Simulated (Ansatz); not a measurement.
# Ga: hydrostatic pressure series

Computed with Ansatz, DFT r2SCAN, scalar-relativistic, plane waves, PAW. Run with 500 eV cutoff, 12×12×10 k-mesh, Gaussian smearing of 0.10 eV, no spin polarisation.

Starting point, cell and atoms relaxed:

```
Ga
1.0
     2.23933   -3.79695    0.00000
     2.23933    3.79695    0.00000
     0.00000    0.00000    4.51812
Ga
4
Direct
  0.65599 0.34401 0.41513
  0.84401 0.15599 0.91513
  0.34401 0.65599 0.58487
  0.15599 0.84401 0.08487
```

Cell and atoms are relaxed at each pressure within the symmetry of the start, at zero temperature, so transitions that lower the symmetry aren't seen. The k-mesh given is that at zero pressure and may differ at others. a, b and c are the lengths of the cell vectors above.

Pressures computed: -1, 1, 4, 12, 25, 50, 90 GPa.

Task: At which pressure does the cell have a = 4.386, b = 4.386 and c = 4.495 Å?

Result: About 1 GPa, where V/V0 = 0.985.